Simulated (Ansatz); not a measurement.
# TaSi2 (P6_222) in Ansatz: notebook

The runs below take TaSi2 through single point, with r2SCAN, r2SCAN+U.

Everything below comes from runs of Ansatz 0.2.0. Logs are shortened: lines on timing, memory, paths and dates and some standing lists are left out, and cuts for length are marked.

## Step 1: The crystal as given

It takes space group P6_222 (No. 180, hexagonal). Conventional cell: a = 4.780 Å, b = 4.780 Å, c = 6.564 Å, α = 90.00°, β = 90.00°, γ = 120.00°. Around Ta (site symmetry 222) lie 10 Si at 2.59 to 2.76 Å. Si (site symmetry 2) has 5 Si at 2.59 to 2.76 Å and 5 Ta at 2.59 to 2.76 Å as nearest neighbours.

## Step 2: Single point, r2SCAN

input.yaml reads:

```yaml
crystal:
  lattice:
    - [4.78, 0.0, 0.0]
    - [-2.39, 4.1396014301, 0.0]
    - [0.0, 0.0, 6.564]
  atoms:
    - { symbol: Ta, position: [0.0, 0.5, 0.1666666667] }
    - { symbol: Ta, position: [0.5, 0.5, 0.8333333333] }
    - { symbol: Ta, position: [0.5, 0.0, 0.5] }
    - { symbol: Si, position: [0.3333, 0.16665, 0.1666666667] }
    - { symbol: Si, position: [0.16665, 0.83335, 0.8333333333] }
    - { symbol: Si, position: [0.83335, 0.6667, 0.5] }
    - { symbol: Si, position: [0.6667, 0.83335, 0.1666666667] }
    - { symbol: Si, position: [0.83335, 0.16665, 0.8333333333] }
    - { symbol: Si, position: [0.16665, 0.3333, 0.5] }
hamiltonian:
  xc: r2scan
  pseudopotentials: { kind: paw }
kpoints:
  mp_grid: { grid: [5, 5, 3] }
scf:
  occupations: { method: fermi_dirac, width: 0.05 }
output:
  forces: true
  stress: true
  eigenvalues: true
  write_density: true
  write_potential: true
  elf: true
  volumetric_format: npy
```

Potentials or basis: Ansatz PAW.

On the command line:

```console
> ansatz run input.yaml --threads 4 --pin off --max-ram 11264MiB --backend cpu --events-out ev --progress --plain --runs-dir out
```

Log:

```text
Warning: RAYON_NUM_THREADS=4 ignored (pool sized by the plan → 4); use --threads N
Engine: ansatz 0.2.0, aarch64-unknown-linux-gnu
Pseudopotentials: kind: paw
Pseudopotential: Ta, paw, valence charge 13, recommended cutoff 500 eV (meta_gga), Ta.paw.azcp
Pseudopotential: Si, paw, valence charge 4, recommended cutoff 500 eV (meta_gga), Si.paw.azcp
Functional definition: r2SCAN
  parameter k0 = 0.174
  parameter k1 = 0.065
  parameter a1 = 4.9479
  exchange = r2scan_x(k0 = k0, k1 = k1, a1 = a1)
  correlation = r2scan_c
Crystal: 9 atoms, lattice volume = 129.884 Å³
Basis set: ecut = 500 eV, 3269 PW (Γ), exchange–correlation on 144×144×192 points (64 copies of the dense FFT grid, shifted against one another)
Bands: 41, of which v1, the nominal top of the filled ones, is band 32 counted from 1 (31 counted from 0)
Symmetry: 12 space group operations
Space group: P6222 (ITA 180), of the structure as read, at distance tolerance 5.1e-5 Å
k-points: 10 of 75
Non-local potential: Ta, projectors of the file, l = 0: 3, l = 1: 2, l = 2: 2, l = 3: 1
Non-local potential: Si, projectors of the file, l = 0: 2, l = 1: 2, l = 2: 2
PAW form: soft (Blöchl's): semilocal exchange-correlation on the pseudo side does not see the compensation charge
PAW frozen core: Ta, regenerated for the run's functional (the file was generated under x = pbe(κ = 0.804, μ = 0.2195149727645171), c = pbe(β = 0.06672455060314922))
PAW frozen core: Si, regenerated for the run's functional (the file was generated under x = pbe(κ = 0.804, μ = 0.2195149727645171), c = pbe(β = 0.06672455060314922))
PAW one-centre angular grid: Ta, 590 points (default); XC on 160 Gauss nodes
PAW one-centre angular grid: Si, 302 points (default); XC on 160 Gauss nodes
Initial density: superposition of atomic densities (neutral atoms: chi_scale 0, normalization atom), corrected by the library's trained network
Initial wavefunctions: pseudopotential atomic-orbital guess
Functional: x = r2scan, c = r2scan; τ floored in thin density (d = 2e-4 eV/Å³)
SCF iter   1: F=—  HF=-33671.112261 eV  |F-HF|=—  |Δ(HF+E_count)|=         —  Δρ=8.24e-3  dr2=1.23e-1  dr2_τ=1.15e-1  ethr=1.77e-3  ⟨swp⟩=7.0  Hψ=1927  notcnv=0  defer=5
preconditioner: auto → Resta (q_TF=auto, 2.418 Å⁻¹)  ε∞=7.8  [insulator: Δε(μ)=0.146 eV  Ē_g=7.793 eV  σ=0.050 eV  W_gap=0.52  n_scr=22 (ndim 8)  ℏωp=20.3 eV  f_vac=0.000  D(μ)=5.16/eV (n_scr^D=40)  ε∞_Penn≈7.8]
SCF iter   2: F=—  HF=-33671.262032 eV  |F-HF|=—  |Δ(HF+E_count)|=   1.50e-1  Δρ=4.10e-3  dr2=1.50e-2  dr2_τ=1.97e-3  ethr=1.95e-4  ⟨swp⟩=3.0  Hψ=802  notcnv=0  defer=26
SCF iter   3: F=—  HF=-33671.267819 eV  |F-HF|=—  |Δ(HF+E_count)|=   5.79e-3  Δρ=1.87e-3  dr2=3.06e-3  dr2_τ=2.70e-4  ethr=2.38e-5  ⟨swp⟩=2.7  Hψ=589  notcnv=0  defer=26
SCF iter   4: F=—  HF=-33671.268793 eV  |F-HF|=—  |Δ(HF+E_count)|=   9.73e-4  Δρ=1.80e-4  dr2=3.77e-5  dr2_τ=1.55e-6  ethr=4.85e-6  ⟨swp⟩=2.0  Hψ=578  notcnv=0  defer=26
SCF iter   5: F=—  HF=-33671.268825 eV  |F-HF|=—  |Δ(HF+E_count)|=   3.22e-5  Δρ=3.25e-5  dr2=1.09e-6  dr2_τ=2.34e-7  ethr=5.99e-8  ⟨swp⟩=2.0  Hψ=583  notcnv=0  defer=26
SCF iter   6: F=—  HF=-33671.268827 eV  |F-HF|=—  |Δ(HF+E_count)|=   2.39e-6  Δρ=1.16e-5  dr2=2.23e-7  dr2_τ=6.07e-9  ethr=1.59e-10  ⟨swp⟩=16.3  Hψ=3278  notcnv=0
SCF iter   7: F=-33671.268827 eV  HF=-33671.268827 eV  |F-HF|=3.06e-9  |Δ(HF+E_count)|=   2.54e-7  Δρ=2.38e-6  dr2=6.42e-9  dr2_τ=7.84e-10  ethr=1.59e-10  ⟨swp⟩=9.9  Hψ=2711  notcnv=0
SCF 1 converged in 7 iterations: F = -33671.268827 eV  dr2 = 6.42e-9
SCF converged after 7 iterations
Free energy (F): -33671.268827 eV
Harris-Foulkes:  -33671.268827 eV  (|F-HF|=3.06e-9)
Internal energy: -33671.227896 eV  (E = F + TS)
E sigma→0 (E₀):  -33671.248362 eV
Entropy (-TS):   -0.040932 eV (-4.548 meV/atom)
Fermi energy:    15.219986 eV
--- Per-component energies (eV) ---
  E_band       = -297.947409
  E_kinetic    = 1366.104307
  E_local      = -2343.358308  (includes V_loc(G=0)·N_el)
  E_nonlocal   = 190.948141
  E_hartree    = 902.044717
  E_xc         = -933.914422
  E_vxc        = -983.088965  (∫ρ·V_xc dr)
  E_paw        = -28387.273572  (= ΣΔE_a)
  E_vpaw       = -379.293713  (= ΣTr[D̂ρ^β])
  E_aug_tail   = 0.000272  (compensation charges beyond the density's cutoff)
  E_vtau       = 46.652951  (kinetic-family band-sum trace: ∫τ·v_τ [+ j·A + Jᵃ·Aᵃ] dr)
  E_ewald      = -4463.051592
  E_core_change = -2.727439  (= ΣΔE_core)
  E_smearing   = -0.040932  (= −TS)
  E_closure    = -0.000000  (closes the sum)
  Σ components = -33671.268827   (vs F -33671.268827, Δ=0.00e0)
--- Forces (eV/Å), atoms counted from 1 ---
  atom   1  Ta     0.00000000    -0.00000000     0.00000000
  atom   2  Ta    -0.00000000     0.00000000    -0.00000000
  atom   3  Ta    -0.00000000     0.00000000    -0.00000000
  atom   4  Si    -0.72972485    -0.42130684     0.00000000
  atom   5  Si    -0.72972485     0.42130684    -0.00000000
  atom   6  Si    -0.00000000     0.84261367     0.00000000
  atom   7  Si     0.72972485     0.42130684    -0.00000000
  atom   8  Si     0.72972485    -0.42130684     0.00000000
  atom   9  Si     0.00000000    -0.84261367    -0.00000000
  max |Σ_I F_I| component: 1.11e-16 eV/Å
--- Stress (GPa, compression-positive) ---
       -0.235871      -0.000000       0.000000
        0.000000      -0.235871       0.000000
        0.000000       0.000000       1.122701
  P = ⅓ Tr σ = 0.2170 GPa (2.170 kbar)
--- Band table (eV; the first three rows and the last of 10) ---
  k-point 0: bands = ["-54.2608", "-54.2432", "-54.2432", "-20.3418", "-20.3418", "-20.3365", "-20.2309", "-20.2309", "-20.1653", "-20.1406", "-20.1406", "-20.1165", "1.1383", "4.6145", "4.6145", "8.4586", "8.9734", "8.9734", "9.0994", "9.0994", "10.2068", "11.0764", "11.0764", "11.2926", "12.5017", "12.5017", "12.5720", "12.5720", "12.7615", "12.7646", "12.7646", "13.1956", "15.8753", "18.6207", "18.6207", "18.9875", "19.0219", "19.0587", "19.4889", "19.4889", "19.6283"]
  k-point 1: bands = ["-54.2580", "-54.2511", "-54.2382", "-20.3872", "-20.3152", "-20.2669", "-20.2655", "-20.2300", "-20.1952", "-20.1435", "-20.1256", "-20.1163", "1.5995", "2.8757", "6.2609", "8.6367", "8.8234", "8.8598", "8.9869", "9.7236", "10.0975", "10.2160", "10.3467", "10.3662", "12.4033", "12.5797", "12.6223", "12.7905", "13.0044", "13.0846", "13.2206", "14.8769", "16.9192", "18.0093", "18.1986", "18.7098", "18.7147", "18.7306", "18.8053", "19.3879", "19.4633"]
  k-point 2: bands = ["-54.2593", "-54.2447", "-54.2432", "-20.3754", "-20.3477", "-20.3063", "-20.2436", "-20.2253", "-20.1553", "-20.1508", "-20.1319", "-20.1181", "1.5504", "4.8394", "4.9156", "6.7138", "7.6903", "8.6139", "9.2608", "10.1464", "10.8185", "11.0517", "11.2704", "11.4629", "11.8943", "12.3157", "12.7896", "12.8601", "12.9870", "13.1011", "13.2925", "13.5500", "15.7405", "17.5052", "17.9930", "18.3910", "18.4325", "18.7590", "18.9181", "19.3051", "19.3809"]
  k-point 9: bands = ["-54.2545", "-54.2485", "-54.2440", "-20.3818", "-20.3760", "-20.3216", "-20.2403", "-20.2059", "-20.1572", "-20.1391", "-20.1278", "-20.1247", "3.8960", "4.2557", "4.8601", "5.3479", "6.4064", "7.3689", "8.8873", "9.4761", "10.4956", "11.2756", "11.6672", "12.0708", "12.3210", "12.5888", "12.7469", "12.7879", "13.5796", "14.4331", "15.0244", "15.2856", "16.4456", "17.2084", "17.2950", "17.8388", "18.0147", "18.2305", "18.3980", "18.7559", "19.0077"]
```

It took 5 s on 4 threads of Arm Neoverse V2, shared host; peak memory 0.47 GiB.

Results:

```
Free energy            : -33671.2688 eV
Pressure               : 0.2 GPa
Largest force          : 0.843 eV/Å
Band gap on the k mesh : none (metal or under the smearing width)
```

Forces in eV/Å, atoms in the order of the input:
```
Ta   0.000  0.000  0.000
Ta   0.000  0.000  0.000
Ta   0.000  0.000  0.000
Si  -0.730 -0.421  0.000
Si  -0.730  0.421  0.000
Si   0.000  0.843  0.000
Si   0.730  0.421  0.000
Si   0.730 -0.421  0.000
Si   0.000 -0.843  0.000
```

Caveat: the cell's inner coordinates are idealised or old, which leaves forces on the atoms; the PAW data sets come from PBE, with cores solved anew for the run's functional, which leaves a small shift of forces and pressure. Spin-orbit coupling is left out, which matters for the levels of Ta.

## Step 3: Single point, r2SCAN+U

Edit input.yaml of step 2 so:

```diff
@@ -18,2 +18,3 @@
   pseudopotentials: { kind: paw }
+  hubbard: { sites: [{ species: Ta, l: d, u_eff: 2.0 }] }
 kpoints:
@@ -26,5 +27 @@
   eigenvalues: true
-  write_density: true
-  write_potential: true
-  elf: true
-  volumetric_format: npy
```

Potentials or basis: Ansatz PAW.

On the command line:

```console
> ansatz run input.yaml --threads 4 --pin off --max-ram 11264MiB --backend cpu --events-out ev --progress --plain --runs-dir out
```

Run time: 4.3 s. Hardware: 4 threads of Arm Neoverse V2, shared host; peak memory 0.45 GiB.

The run converged. Its results:

```yaml
Free_energy: -33663.8808 eV
Pressure: 0.8 GPa
Largest_force: 0.870 eV/Å
Band_gap_on_the_k_mesh: none (metal or under the smearing width)
```

Forces on the atoms (eV/Å):
```
Ta   0.000  0.000  0.000
Ta   0.000  0.000  0.000
Ta   0.000  0.000  0.000
Si  -0.753 -0.435  0.000
Si  -0.753  0.435  0.000
Si   0.000  0.870  0.000
Si   0.753  0.435  0.000
Si   0.753 -0.435  0.000
Si   0.000 -0.870  0.000
```

Stress tensor (GPa, compression positive):
```
0.68 0.00 0.00
0.00 0.68 0.00
0.00 0.00 1.16
```

Levels at points of the mesh, in eV from the Fermi level:
| k point | band 28 | band 29 | band 30 | band 31 | band 32 | band 33 | band 34 | band 35 | band 36 | band 37 |
| --- | --- | --- | --- | --- | --- | --- | --- | --- | --- | --- |
| (0.00, 0.00, 0.00) | -2.66 | -2.50 | -2.50 | -2.50 | -2.10 | 0.71 | 3.36 | 3.36 | 3.70 | 3.77 |

Eigenvalues of the final occupation matrices:
```csv
site,spin,trace,eigenvalues
site 1,1,2.22,0.40 0.43 0.44 0.45 0.49
site 2,1,2.22,0.40 0.43 0.44 0.45 0.49
site 3,1,2.22,0.40 0.43 0.44 0.45 0.49
```

Caveat: the cell's inner coordinates are idealised or old, which leaves forces on the atoms; U without spin polarisation on a metal has little footing; the PAW data sets come from PBE, with cores solved anew for the run's functional, which leaves a small shift of forces and pressure; the U is typed as a test and isn't derived for this compound. The run has no spin-orbit coupling, so splittings on Ta are missing.

## Step 4: Single point, r2SCAN+U

Edit input.yaml of step 3 so:

```diff
@@ -18,3 +18,3 @@
   pseudopotentials: { kind: paw }
-  hubbard: { sites: [{ species: Ta, l: d, u_eff: 2.0 }] }
+  hubbard: { sites: [{ species: Ta, l: d, u_eff: 3.0 }] }
 kpoints:
```

On the command line:

```console
> ansatz run input.yaml --threads 4 --pin off --max-ram 11264MiB --backend cpu --events-out ev --progress --plain --runs-dir out
```

Run time: 4.5 s. Hardware: 4 threads of Arm Neoverse V2, shared host; peak memory 0.47 GiB.

It converged, with:

```yaml
Free_energy: -33660.1946 eV
Pressure: 1.2 GPa
Largest_force: 0.887 eV/Å
Band_gap_on_the_k_mesh: none (metal or under the smearing width)
```

Forces on the atoms (eV/Å):
```
Ta   0.000  0.000  0.000
Ta   0.000  0.000  0.000
Ta   0.000  0.000  0.000
Si  -0.768 -0.443  0.000
Si  -0.768  0.443  0.000
Si   0.000  0.887  0.000
Si   0.768  0.443  0.000
Si   0.768 -0.443  0.000
Si   0.000 -0.887  0.000
```

Levels at points of the mesh, in eV from the Fermi level:
```tsv
k point	band 29	band 30	band 31	band 32	band 33	band 34	band 35	band 36
(0.00, 0.00, 0.00)	-2.53	-2.53	-2.52	-2.15	0.74	3.34	3.34	3.65
```

Eigenvalues of the final occupation matrices:
| site | spin | trace | eigenvalues |
| --- | --- | --- | --- |
| site 1 | 1 | 2.21 | 0.39 0.43 0.44 0.45 0.50 |
| site 2 | 1 | 2.21 | 0.39 0.43 0.44 0.45 0.50 |
| site 3 | 1 | 2.21 | 0.39 0.43 0.44 0.45 0.50 |

Caveat: the cell's inner coordinates are idealised or old, which leaves forces on the atoms; U without spin polarisation on a metal has little footing; the PAW data sets come from PBE, with cores solved anew for the run's functional, which leaves a small shift of forces and pressure; the U is typed as a test and isn't derived for this compound. The run has no spin-orbit coupling, so splittings on Ta are missing.

## Step 5: Single point, r2SCAN+U

Edit input.yaml of step 4 so:

```diff
@@ -18,3 +18,3 @@
   pseudopotentials: { kind: paw }
-  hubbard: { sites: [{ species: Ta, l: d, u_eff: 3.0 }] }
+  hubbard: { sites: [{ species: Ta, l: d, u_eff: 4.0 }] }
 kpoints:
@@ -27 +27,5 @@
   eigenvalues: true
+  write_density: true
+  write_potential: true
+  elf: true
+  volumetric_format: npy
```

On the command line:

```console
> ansatz run input.yaml --threads 4 --pin off --max-ram 11264MiB --backend cpu --events-out ev --progress --plain --runs-dir out
```

Wall time 5.6 s (4 threads of Arm Neoverse V2, shared host); peak memory 0.49 GiB.

The run converged. Its results:

- Free energy: -33656.5156 eV
- Pressure: 1.5 GPa
- Largest force: 0.905 eV/Å
- Band gap on the k mesh: none (metal or under the smearing width)

Forces in eV/Å, atoms in the order of the input:
```
Ta   0.000  0.000  0.000
Ta   0.000  0.000  0.000
Ta   0.000  0.000  0.000
Si  -0.784 -0.452  0.000
Si  -0.784  0.452  0.000
Si   0.000  0.905  0.000
Si   0.784  0.452  0.000
Si   0.784 -0.452  0.000
Si   0.000 -0.905  0.000
```

Stress tensor (GPa, compression positive):
```
1.71 0.00 0.00
0.00 1.71 0.00
0.00 0.00 1.21
```

Levels at points of the mesh, in eV from the Fermi level:
```tsv
k point	band 30	band 31	band 32	band 33	band 34	band 35
(0.00, 0.00, 0.00)	-2.56	-2.54	-2.20	0.79	3.32	3.32
```

Eigenvalues of the final occupation matrices:
```csv
site,spin,trace,eigenvalues
site 1,1,2.21,0.39 0.42 0.44 0.45 0.51
site 2,1,2.21,0.39 0.42 0.44 0.45 0.51
site 3,1,2.21,0.39 0.42 0.44 0.45 0.51
```

Caveat: the cell's inner coordinates are idealised or old, which leaves forces on the atoms; U without spin polarisation on a metal has little footing; the PAW data sets come from PBE, with cores solved anew for the run's functional, which leaves a small shift of forces and pressure; the U is typed as a test and isn't derived for this compound.

## Step 6: The runs side by side

| level | U | hubbard projectors | double counting | gap on the mesh (eV) | pressure (GPa) | largest force (eV/Å) |
| --- | --- | --- | --- | --- | --- | --- |
| r2SCAN | - | - | - | none | 0.2 | 0.84 |
| r2SCAN+U | Ta d U = 2 eV | ortho-atomic (the default) | fll (the default) | none | 0.8 | 0.87 |
| r2SCAN+U | Ta d U = 3 eV | ortho-atomic (the default) | fll (the default) | none | 1.2 | 0.89 |
| r2SCAN+U | Ta d U = 4 eV | ortho-atomic (the default) | fll (the default) | none | 1.5 | 0.90 |

Alike in all rows: task single point; potentials or basis Ansatz PAW; no spin polarisation; cell as given; k mesh 5 × 5 × 3; cutoff (eV) 500; smearing fermi-dirac 0.05 eV.

Every run on the cell as given and a fine mesh finds a metal. The pressure there spans 0.2 GPa (r2SCAN) to 1.5 GPa (r2SCAN+U); a positive pressure means that this level wants a larger cell, a negative one a smaller.

Caveats: the cell's inner coordinates are idealised or old, which leaves forces on the atoms; the PAW data sets come from PBE, with cores solved anew for the run's functional, which leaves a small shift of forces and pressure; U without spin polarisation on a metal has little footing (some runs); the U is typed as a test and isn't derived for this compound (some runs).

Total energies depend on the potentials used, so only differences within one code and one set of settings carry meaning.
